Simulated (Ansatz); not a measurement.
The parent structure is NaBr in the rock salt structure (space group Fm-3m, No. 225; a = 5.948 Å). Axes: x, y, z lie along the cube axes.

Method: Kohn–Sham DFT with the r2SCAN functional, run in Ansatz (a first-principles code) with PAW and 500 eV plane waves, no SOC.

Modification: biaxial strain +1.59 %, plane normal [110], relaxed out of plane (Cartesian); in-plane vectors clamped, the third vector and the atoms free.

**Question.** Estimate the effect on the ratio −ε⊥/ε∥ and in-plane stress.

**Answer.** The ratio −ε⊥/ε∥ is 0.66; the mean in-plane stress (compression positive) is -0.7 GPa.

A biaxial case was relaxed in a doubled cell and then solved in the primitive one. Whether these cells are dynamically stable was not tested.
